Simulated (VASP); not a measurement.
Wanted: the native input for a VASP 6.6.1 run.

| Quantity | Value |
| --- | --- |
| Task | single point |
| Functional | PBEsol |
| Potentials or basis | VASP PAW PBE potentials, release 64 (V_sv) |
| Cutoff | 520 eV |
| k mesh | 21 × 21 × 6 |
| Occupations | gaussian, width 0.1 eV |
| Spin | no spin polarisation |
| Dipole correction | no |
| Further INCAR settings | ALGO = Fast; EDIFF = 1e-06; NBANDS = 34 |

The structure of V lies in POSCAR:

```
V
1.0
    2.5934069438      0.0000000000      0.0000000000
   -1.2967034719      2.2459562957      0.0000000000
    0.0000000000      0.0000000000      9.1543008324
V
4
Direct
    0.0000000000      0.0000000000      0.0000000000
    0.0000000000      0.0000000000      0.5000000000
    0.3333333333      0.6666666667      0.7500000000
    0.6666666667      0.3333333333      0.2500000000
```

The cell was built by a generator and needn't be a form met in nature.

These files were run (other wordings do the same):

INCAR

```
SYSTEM = V
ALGO = Fast
EDIFF = 1E-6
ENCUT = 520
GGA = PS
ISIF = 2
ISMEAR = 0
LASPH = .True.
LCHARG = .False.
LREAL = .False.
LWAVE = .False.
NBANDS = 34
NELM = 100
PREC = Accurate
SIGMA = 0.1
```

KPOINTS

```
k-points
0
Gamma
  21 21 6
  0 0 0
```

Potentials or basis: VASP PAW PBE potentials, release 64 (V_sv).

Launch:

```console
$ cat potpaw_PBE.64/V_sv/POTCAR > POTCAR
$ mpirun -np 1 vasp_std > vasp.out
```

Results of the run:

```yaml
Pressure: 0.2 GPa
Band_gap_on_the_k_mesh: none (metal or under the smearing width)
```

Caveat: the PAW data sets were made with another functional, which shifts forces and pressure a little.

It took 4.5 min on 1 thread of Intel(R) Xeon(R) Platinum 8488C (Sapphire Rapids), on a shared host, peak memory 0.35 GiB.
